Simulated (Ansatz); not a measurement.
Crystal: I.

```
I
1.0
    -2.08938    2.08938    2.08938
     2.08938   -2.08938    2.08938
     2.08938    2.08938   -2.08938
I
1
Direct
  0.00000 0.00000 0.00000
```

The real solid is made of molecules; this cell is a model form.

* Program: Ansatz 0.2.0
* Task: single point
* Functional: PBE
* Potentials or basis: Ansatz PAW
* Cutoff: 420 eV (not typed: the program's choice for these potentials)
* k mesh: 9 × 9 × 9
* Occupations: fermi-dirac, width 0.05 eV
* Spin: no spin polarisation

On this cell: pressure -0.2 GPa; band gap on the k mesh none (metal or under the smearing width).

The same run follows on a disturbed copy (cell strained at random at fixed volume):

```
I
1.0
    -2.05603    2.08342    2.14495
     2.04328   -2.05394    2.10272
     2.08266    2.08057   -2.11547
I
1
Direct
  0.00767 0.00989 0.00550
```

Problem. What changes?

Solution. The energy (extrapolated to zero smearing) moves by -3.1 meV/atom; pressure -0.2 GPa; band gap on the k mesh none (metal or under the smearing width).

Stress tensor (GPa, compression positive):
```
-0.20  0.73 -0.40
 0.73 -0.21  0.79
-0.40  0.79 -0.18
```

The energy falls, though the first cell shows no forces: that form is unstable against this distortion, unless noise or another electronic state is at work.

Caveats: an odd number of electrons without spin polarisation forces a metal; a magnetic or distorted state may lie lower.
